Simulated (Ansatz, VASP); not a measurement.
## Bi in VASP and in Ansatz

```
Bi
1.0
    -1.84619    1.84619    1.84619
     1.84619   -1.84619    1.84619
     1.84619    1.84619   -1.84619
Bi
1
Direct
  0.00000 0.00000 0.00000
```

Alike in both runs: functional PBE; k mesh 16 × 16 × 16; occupations fermi-dirac, width 0.1 eV; no spin polarisation.

Ansatz relaxed the structure, and its values are those at the end. VASP's run is a single point on that final structure, the one shown.

|  | VASP | Ansatz |
| --- | --- | --- |
| version | VASP 6.6.1 | Ansatz 0.2.0 |
| potentials or method | VASP PAW PBE potentials, release 64 (Bi_d) | scalar-relativistic, plane waves, PAW |
| plane-wave cutoff (eV) | 520 | 420 |
| valence electrons in the cell | 15 | 15 |

|  | VASP | Ansatz | Ansatz less VASP |
| --- | --- | --- | --- |
| gap on the k mesh at the Fermi level (eV) | none | none | - |
| pressure (GPa) | 20.1 | 20.2 | +0.07 |

A gap of «none» marks a metal or a gap that the smearing closes.

Caveats: so large a pressure means that the cell lies far from this level's equilibrium, or that cutoff or potentials fall short (VASP); spin-orbit coupling is left out, which moves the levels of the heavy elements.
